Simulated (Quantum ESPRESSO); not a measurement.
## Li: changing the choice of potentials or basis

The cell as given:

```xyz
1
Lattice="-1.7547 1.7547 1.7547 1.7547 -1.7547 1.7547 1.7547 1.7547 -1.7547" Properties=species:S:1:pos:R:3 pbc="T T T"
Li    0.0000    0.0000    0.0000
```

Kept alike: task relaxation of cell and atoms; functional LDA; k mesh 11 × 11 × 11; occupations fermi-dirac, width 0.05 eV; no spin polarisation. Program: Quantum ESPRESSO. Cutoffs run from 612 to 1306 eV. The mesh is that of the run's cell of 1 atom. No spin-orbit coupling.

| choice of potentials or basis | volume (Å³/atom) |
| --- | --- |
| GBRV 1.5 LDA | 18.975 |
| PseudoDojo 0.4.1 SR LDA standard | 19.010 |
| PseudoDojo 0.4.1 SR LDA stringent | 19.010 |

The relaxations keep at least the cell's symmetry (Im-3m). For a metal such a mesh leaves the last digits unconverged. Relaxations stop with a little pressure left, so the last digits of a volume or edge aren't settled. Runs of this series that gave no sound value for these columns are left out.

What does the choice of potentials or basis change here?

The volume runs from 18.975 (GBRV 1.5 LDA) to 19.010 Å³/atom (PseudoDojo 0.4.1 SR LDA standard; PseudoDojo 0.4.1 SR LDA stringent). Measured: 21.61 Å³/atom at 293 K (COD entry, Crystal Structures 1 7 1963); nearest PseudoDojo 0.4.1 SR LDA standard; PseudoDojo 0.4.1 SR LDA stringent, 2.60 Å³/atom off. The runs are for a static lattice.
